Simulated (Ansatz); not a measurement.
Here is an Ansatz 0.2.0 calculation.

The input input.yaml:

```yaml
crystal:
  lattice:
    - [4.503694, 0.0, 0.0]
    - [0.0, 4.503694, 0.0]
    - [0.0, 0.0, 4.503694]
  atoms:
    - { symbol: Ni, position: [0.149504, 0.149504, 0.149504], spin: 1.0 }
    - { symbol: Ni, position: [0.649504, 0.350496, 0.850496], spin: 1.0 }
    - { symbol: Ni, position: [0.850496, 0.649504, 0.350496], spin: 1.0 }
    - { symbol: Ni, position: [0.350496, 0.850496, 0.649504], spin: 1.0 }
    - { symbol: Si, position: [0.84683, 0.84683, 0.84683] }
    - { symbol: Si, position: [0.34683, 0.65317, 0.15317] }
    - { symbol: Si, position: [0.15317, 0.34683, 0.65317] }
    - { symbol: Si, position: [0.65317, 0.15317, 0.34683] }
hamiltonian:
  xc: pbesol
  pseudopotentials: { kind: paw }
  dispersion: d3bj
magnetization:
  spin_polarized: true
kpoints:
  mp_grid: { grid: [6, 6, 6] }
scf:
  occupations: { method: fermi_dirac, width: 0.05 }
output:
  forces: true
  stress: true
  eigenvalues: true
relax:
  f_tol: 0.01
  max_steps: 40
  cell: { stress_tol: 0.05 }
```

Potentials or basis: Ansatz PAW.

The run is started by

```bash
$ ansatz run input.yaml --threads 4 --pin off --max-ram 11264MiB --backend cpu --events-out ev --progress --plain --runs-dir out
```

Problem. What does it give for the net moment?

Solution. 0.00 μB per cell.

Problem. What does it give for the absolute moment?

Solution. 0.00 μB per cell.

The path:
```tsv
step	energy change (eV)	largest force (eV/Å)	volume (Å³)
1	0.0000	0.0379	91.35
2	-0.1409	0.0192	88.51
3	-0.1752	0.0028	86.14
4	-0.1756	0.0021	86.40
5	-0.1741	0.0021	86.40
```

Caveat: the plane-wave basis is chosen anew once the cell has moved, so the energies of steps on either side of that aren't comparable; pairwise dispersion overbinds metals, which lowers pressure and volume; the PAW data sets come from PBE, with cores solved anew for the run's functional, which leaves a small shift of forces and pressure; the starting moments weren't kept.
